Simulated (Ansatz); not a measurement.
# ZrS2: properties at the relaxed cell

The task, for ZrS2: fit an equation of state.

Computed with Ansatz 0.2.0 (DFT HSE06, scalar-relativistic, plane waves, PAW, unless a step's input says otherwise).

**1. Starting point**

Symmetry: P-3m1, No. 164, trigonal system. Conventional cell: a = 3.680 Å, b = 3.680 Å, c = 6.533 Å, α = 90.00°, β = 90.00°, γ = 120.00°. Zr (site symmetry -3m) has 6 S at 2.56 Å as nearest neighbours. S (site symmetry 3m) is surrounded by 3 Zr at 2.56 Å.

Coordinates:

```xyz
3
Lattice="3.6797 0.0000 0.0000 -1.8398 3.1867 0.0000 0.0000 0.0000 6.5329" Properties=species:S:1:pos:R:3 pbc="T T T"
Zr    0.0000    0.0000    0.0000
S     1.8398    1.0622    5.1013
S     0.0000    2.1244    1.4315
```

It goes back to an entry of the Materials Project.

This cell was relaxed beforehand with the same method: volume 25.53 Å³/atom, gap on the mesh 1.98 eV.

**2. Point at V/V0 = 0.97**

input.yaml reads:

```yaml
crystal:
  lattice:
    - [3.6424809198, 0.0, 0.0]
    - [-1.8212404599, 3.1544810094, 0.0]
    - [0.0, 0.0, 6.4668898109]
  atoms:
    - { symbol: Zr, position: [0.0, 0.0, 0.0] }
    - { symbol: S, position: [0.6666666667, 0.3333333333, 0.7808724533] }
    - { symbol: S, position: [0.3333333333, 0.6666666667, 0.2191275467] }
basis:
  ecutwfc: 420
kpoints:
  mp_grid: { grid: [6, 6, 4] }
hamiltonian:
  xc: hse06
scf:
  occupations: { method: gaussian, width: 0.02 }
output:
  forces: true
  stress: true
  eigenvalues: true
relax:
  adjacent_minimum: "off"
  f_tol: 0.01
  max_steps: 30
  cell: { stress_tol: 0.1, fix: [volume] }
```

Launch:

```sh
ansatz run input.yaml --threads 4 --pin off --max-ram 10240MiB --backend cpu --events-out ev --progress --plain --runs-dir out
```

**3. Volume × 1.03**

input.yaml: that of step 2 with these lines changed.

```diff
@@ -2,5 +2,5 @@
   lattice:
-    - [3.6424809198, 0.0, 0.0]
-    - [-1.8212404599, 3.1544810094, 0.0]
-    - [0.0, 0.0, 6.4668898109]
+    - [3.7160862239, 0.0, 0.0]
+    - [-1.858043112, 3.2182250726, 0.0]
+    - [0.0, 0.0, 6.5975692575]
   atoms:
```

**4. Volume × 0.94**

input.yaml reads:

```yaml
crystal:
  lattice:
    - [3.6377296552, 0.0, 0.0]
    - [-1.8188648276, 3.1503662935, 0.0]
    - [0.0, 0.0, 6.2832640413]
  atoms:
    - { symbol: Zr, position: [0.0, 0.0, 0.0] }
    - { symbol: S, position: [0.6666666667, 0.3333333333, 0.7743605946] }
    - { symbol: S, position: [0.3333333333, 0.6666666667, 0.2256394054] }
basis:
  ecutwfc: 420
kpoints:
  mp_grid: { grid: [6, 6, 4] }
hamiltonian:
  xc: hse06
scf:
  occupations: { method: gaussian, width: 0.02 }
output:
  forces: true
  stress: true
  eigenvalues: true
relax:
  adjacent_minimum: "off"
  f_tol: 0.01
  max_steps: 30
  cell: { stress_tol: 0.1, fix: [volume] }
```

**5. The cell scaled to 1.06 of its volume**

input.yaml reads:

```yaml
crystal:
  lattice:
    - [3.7160453925, 0.0, 0.0]
    - [-1.8580226963, 3.2181897115, 0.0]
    - [0.0, 0.0, 6.7898806793]
  atoms:
    - { symbol: Zr, position: [0.0, 0.0, 0.0] }
    - { symbol: S, position: [0.6666666667, 0.3333333333, 0.7871415167] }
    - { symbol: S, position: [0.3333333333, 0.6666666667, 0.2128584833] }
basis:
  ecutwfc: 420
kpoints:
  mp_grid: { grid: [6, 6, 4] }
hamiltonian:
  xc: hse06
scf:
  occupations: { method: gaussian, width: 0.02 }
output:
  forces: true
  stress: true
  eigenvalues: true
relax:
  adjacent_minimum: "off"
  f_tol: 0.01
  max_steps: 30
  cell: { stress_tol: 0.1, fix: [volume] }
```

(Steps that only read results are left out.)

**Question.** What will these runs give? Wanted: equilibrium volume of the fit; bulk modulus.

**Answer**, as computed:

| quantity | value |
| --- | --- |
| equilibrium volume of the fit | 25.80 Å³/atom |
| bulk modulus | 3 GPa |
| its pressure derivative | 29.7 |

In words: The fit puts the minimum at 25.80 Å³/atom with B = 3 GPa and B' = 29.7. B' = 29.7 lies outside the usual range of about 3 to 6, so take the fit with care. The gap on the mesh goes from 1.92 eV at the smallest volume to 2.01 eV at the largest. Layers here are held mostly by dispersion, which this level lacks, so their spacing and the stiffness across them are unreliable there.
